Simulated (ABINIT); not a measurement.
An input for ABINIT 10.8.3 (AlAs (F-43m)):

```
acell 3*1.0 Angstrom
rprim 
  0.000000000000 2.830400000000 2.830400000000
  2.830400000000 0.000000000000 2.830400000000
  2.830400000000 2.830400000000 -0.000000000000
ntypat 2
znucl 13 33
natom 2
typat 1 2
xred 
  0.000000000000 0.000000000000 0.000000000000
  0.250000000000 0.250000000000 0.250000000000
pp_dirpath "pseudos"
pseudos "Al.upf, As.upf"
ecut 44
ngkpt 2 2 2
nshiftk 1
shiftk 0 0 0
kptopt 1
chksymbreak 0
irdden 1
istwfk *1
nband 249
prtvol 0
optdriver 6
gwr_task "HDIAGO"
paral_kgb 0
occopt 1
indata_prefix "in"
outdata_prefix "out"
tmpdata_prefix "tmp"
```

```sh
OMP_NUM_THREADS=1 mpirun -n 4 abinit run.abi > log
```

Question: How long will it take on 4 MPI ranks of Arm Neoverse V2, shared host, and how much memory?

It took 45 s; on shared hardware allow 23 s to 91 s. Peak host memory was 3.8 GiB.

[Paths, hosts, dates, memory and timing lines, banners, echoed tables and standing remarks are left out of the program output.]

[Logs are printed without paths, hosts, clocks, repeated set-up lines and the standing remarks that a program may print on its own settings, such as how far it seeks lower states.]

[Runs of the session that timed out or met a known fault of the program may be left out.]

[Hosts, paths, dates, database ids (printed as entryN), source tags and the programs' standing remarks are cut or masked in the printed files.]

[G0W0 gaps are taken among the corrected bands and points alone; a level outside them can change the order at an edge.]

[Where Ansatz stands beside ABINIT at settings called matched, ABINIT's density can come from a denser mesh and the files from another edition; pairs whose starting gaps differed by over 0.03 eV were left out, so agreement reads better than it is.]
